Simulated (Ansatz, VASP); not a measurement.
**C in VASP and in Ansatz**

INCAR

```
PREC = Accurate
ENCUT = 520
EDIFF = 1E-7
ISMEAR = 0
SIGMA = 0.05
LREAL = False
LASPH = True
NELM = 60
ALGO = Normal
ISIF = 2
LWAVE = False
LCHARG = False
GGA = PS
NBANDS = 11
```

File KPOINTS:

```
Automatic mesh
0
Gamma
  14 14 14
```

Contents of POSCAR:

```
C
1.0
    0.0000000000      2.0604872342      3.5676362887
    1.1895995880      0.0000000000      3.5676362887
    1.1895995880      2.0604872342      0.0000000000
C
2
Direct
    0.1666700000      0.8333300000      0.1666700000
    0.8333300000      0.1666700000      0.8333300000
```

Input for Ansatz:

```yaml
crystal:
  lattice:
    - [0.0, 2.0604872342, 3.5676362887]
    - [1.189599588, 0.0, 3.5676362887]
    - [1.189599588, 2.0604872342, 0.0]
  atoms:
    - { symbol: C, position: [0.16667, 0.83333, 0.16667] }
    - { symbol: C, position: [0.83333, 0.16667, 0.83333] }
basis:
  ecutwfc: 420
kpoints:
  mp_grid: { grid: [14, 14, 14] }
hamiltonian:
  xc: pbesol
scf:
  occupations: { method: gaussian, width: 0.05 }
output:
  forces: true
  stress: true
  eigenvalues: true
```

Alike in both runs: task single point; functional PBEsol; k mesh 14 × 14 × 14; occupations gaussian, width 0.05 eV; no spin polarisation.

|  | VASP | Ansatz |
| --- | --- | --- |
| version | VASP 6.6.1 | Ansatz 0.2.0 |
| potentials or method | VASP PAW PBE potentials, release 64 (C) | scalar-relativistic, plane waves, PAW |
| plane-wave cutoff (eV) | 520 | 420 |
| valence electrons in the cell | 8 | 8 |

```tsv
	VASP	Ansatz	Ansatz less VASP
gap on the k mesh at the Fermi level (eV)	0.72	0.72	0.000
least direct gap on the mesh (eV)	0.84	0.84	0.000
rms of the force components (eV/Å)	0.009	0.009	-0.0001
```

Atom by atom the forces differ by 0.000 eV/Å (rms over components). The functional is the same, so the differences come from potentials, cutoffs and numerics.

Caveats: the PAW data sets were made with another functional, which shifts forces and pressure a little (VASP).
